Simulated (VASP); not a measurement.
A VASP 6.6.1 single-point calculation on TiO2

INCAR

```
NBANDS = 36
ENCUT = 520
LCHARG = .FALSE.
ISMEAR = -5
GGA = PE
LREAL = .FALSE.
LWAVE = .FALSE.
IBRION = -1
EDIFF = 1E-7
NELM = 120
ISIF = 2
LASPH = .TRUE.
NSW = 0
PREC = Accurate
SIGMA = 0.005
```

KPOINTS

```
KPOINTS created by Atomic Simulation Environment
0
Gamma
6 6 8
0 0 0
```

POSCAR

```
Ti O
 1.0000000000000000
     4.6887905638999996    0.0000000000000000    0.0000000000000000
     0.0000000000000000    4.6887905638999996    0.0000000000000000
     0.0000000000000000    0.0000000000000000    2.9194584458000001
 Ti  O
   2   4
Cartesian
 -0.0000000000000000  0.0000000000000000  0.0000000000000000
  2.3443952819499994  2.3443952819499994  1.4597292228999998
  1.4342920096423768  1.4342920096423768  0.0000000000000000
  0.9101032723076227  3.7786872915923766  1.4597292228999998
  3.7786872915923766  0.9101032723076227  1.4597292228999998
  3.2544985542576219  3.2544985542576219  0.0000000000000000
```

The recommended PBE PAW datasets give the neutral cell 48 valence electrons.

Command

```
mpirun -np 1 vasp_std
```

OSZICAR

```
N       E                     dE             d eps       ncg     rms          rms(c)
DAV:   1     0.640445420285E+03    0.64045E+03   -0.23723E+04  3600   0.157E+03
DAV:   2     0.212389628052E+02   -0.61921E+03   -0.56577E+03  3816   0.475E+02
DAV:   3    -0.659578720855E+02   -0.87197E+02   -0.85149E+02  4672   0.175E+02
DAV:   4    -0.709799815727E+02   -0.50221E+01   -0.50052E+01  5172   0.388E+01
DAV:   5    -0.711594484112E+02   -0.17947E+00   -0.17943E+00  4752   0.576E+00    0.309E+01
DAV:   6    -0.545207260562E+02    0.16639E+02   -0.50158E+01  4788   0.804E+01    0.123E+01
DAV:   7    -0.540283338637E+02    0.49239E+00   -0.91352E+00  4076   0.322E+01    0.971E+00
DAV:   8    -0.539957394528E+02    0.32594E-01   -0.49304E-01  4180   0.427E+00    0.856E+00
DAV:   9    -0.542124628346E+02   -0.21672E+00   -0.17284E+00  5156   0.172E+01    0.691E+00
DAV:  10    -0.537226752119E+02    0.48979E+00   -0.46429E-01  4732   0.724E+00    0.257E+00
DAV:  11    -0.536519027660E+02    0.70772E-01   -0.24605E-01  4872   0.394E+00    0.404E-01
DAV:  12    -0.536576731352E+02   -0.57704E-02   -0.26632E-02  3968   0.182E+00    0.686E-01
DAV:  13    -0.536536372100E+02    0.40359E-02   -0.31652E-03  4344   0.926E-01    0.182E-01
DAV:  14    -0.536536982129E+02   -0.61003E-04   -0.80181E-04  5252   0.202E-01    0.166E-01
DAV:  15    -0.536535951953E+02    0.10302E-03   -0.16532E-04  3960   0.878E-02    0.843E-02
DAV:  16    -0.536535665664E+02    0.28629E-04   -0.32130E-05  4432   0.307E-02    0.515E-02
DAV:  17    -0.536535400835E+02    0.26483E-04   -0.36412E-05  4952   0.425E-02    0.151E-02
DAV:  18    -0.536535375073E+02    0.25762E-05   -0.75667E-06  4716   0.178E-02    0.409E-03
DAV:  19    -0.536535374764E+02    0.30849E-07   -0.51745E-07  4208   0.661E-03
   1 F= -.53653537E+02 E0= -.53653537E+02  d E =0.000000E+00
```

From OUTCAR

```
k-points           NKPTS =     50   k-points in BZ     NKDIM =     50   number of bands    NBANDS=     36

   NELECT =      48.0000    total number of electrons

   dimension x,y,z NGX =    36 NGY =   36 NGZ =   24
   dimension x,y,z NGXF=    72 NGYF=   72 NGZF=   48

  energy-cutoff  :      520.00
  volume of cell :       64.18
      direct lattice vectors                 reciprocal lattice vectors
     4.688790564  0.000000000  0.000000000     0.213274615  0.000000000  0.000000000
     0.000000000  4.688790564  0.000000000     0.000000000  0.213274615  0.000000000
     0.000000000  0.000000000  2.919458446     0.000000000  0.000000000  0.342529280

 k-points in reciprocal lattice and weights: KPOINTS created by Atomic Simulation Env
   0.00000000  0.00000000  0.00000000       0.003
   0.16666667  0.00000000  0.00000000       0.014
   0.33333333  0.00000000  0.00000000       0.014
   0.50000000  0.00000000  0.00000000       0.007
   0.16666667  0.16666667  0.00000000       0.014
   0.33333333  0.16666667  0.00000000       0.028
   0.50000000  0.16666667  0.00000000       0.014
   0.33333333  0.33333333  0.00000000       0.014
   ...

 E-fermi :   4.4365

 k-point     1 :       0.0000    0.0000    0.0000
  band No.  band energies     occupation
      1     -52.4222      2.00000
      2     -52.4084      2.00000
      3     -28.7087      2.00000
      4     -28.7087      2.00000
      5     -28.5620      2.00000
      6     -28.5620      2.00000
      7     -28.4988      2.00000
      8     -28.4725      2.00000
      9     -13.5542      2.00000
     10     -12.4528      2.00000
     11     -11.7778      2.00000
     12     -11.7778      2.00000
     13      -1.1287      2.00000
     14      -0.6826      2.00000
     15      -0.2073      2.00000
     16       0.8523      2.00000
     17       0.8523      2.00000
     18       1.9323      2.00000
     19       1.9323      2.00000
     20       2.7662      2.00000
     21       3.8911      2.00000
     22       4.0370      2.00000
     23       4.0370      2.00000
     24       4.4127      2.00000
     25       6.3247      0.00000
     26       6.5962      0.00000
     27       7.0046      0.00000
     28       7.0408      0.00000
     29       7.0408      0.00000
     30       8.6555      0.00000
     31       8.9830      0.00000
     32      11.0544      0.00000
     33      11.0544      0.00000
     34      11.7296      0.00000
     35      12.2778      0.00000
     36      16.1995      0.00000

 ...

  Total       -0.4449867     -0.4449867      2.2616162      0.0000000      0.0000000      0.0000000
  in kB      -11.1079427    -11.1079427     56.4554038      0.0000000      0.0000000      0.0000000
  external PRESSURE =      11.4131728 kB  Pullay stress =       0.0000000 kB

 POSITION                                       TOTAL-FORCE (eV/Angst)
 -----------------------------------------------------------------------------------
      0.00000      0.00000      0.00000         0.000000     -0.000000      0.000000
      2.34440      2.34440      1.45973         0.000000     -0.000000      0.000000
      1.43429      1.43429      0.00000        -0.075217     -0.075217      0.000000
      0.91010      3.77869      1.45973         0.075217     -0.075217      0.000000
      3.77869      0.91010      1.45973        -0.075217      0.075217     -0.000000
      3.25450      3.25450      0.00000         0.075217      0.075217     -0.000000
 -----------------------------------------------------------------------------------
    total drift:                                0.000000      0.000000      0.000000

  FREE ENERGIE OF THE ION-ELECTRON SYSTEM (eV)
  ---------------------------------------------------
  free  energy   TOTEN  =       -53.6535374764 eV

  energy  without entropy=      -53.6535374764  energy(sigma->0) =      -53.65353748
```

It converged. Results: gap between bands v and c on the k mesh 1.91 eV; least direct gap on the k mesh 1.91 eV; pressure 1.1 GPa; largest force 0.11 eV/Å. Band v is the last that the valence electrons fill when counted band by band, and c is the next.

For comparison, a separate PBE run of the intended cell, on usual settings and not on those above, gives a gap of 1.91 eV on its mesh and a pressure of 1.1 GPa.

The run above took about 95 s on one core of a shared host (Intel Xeon Platinum 8488C) and held 0.23 GiB at most.
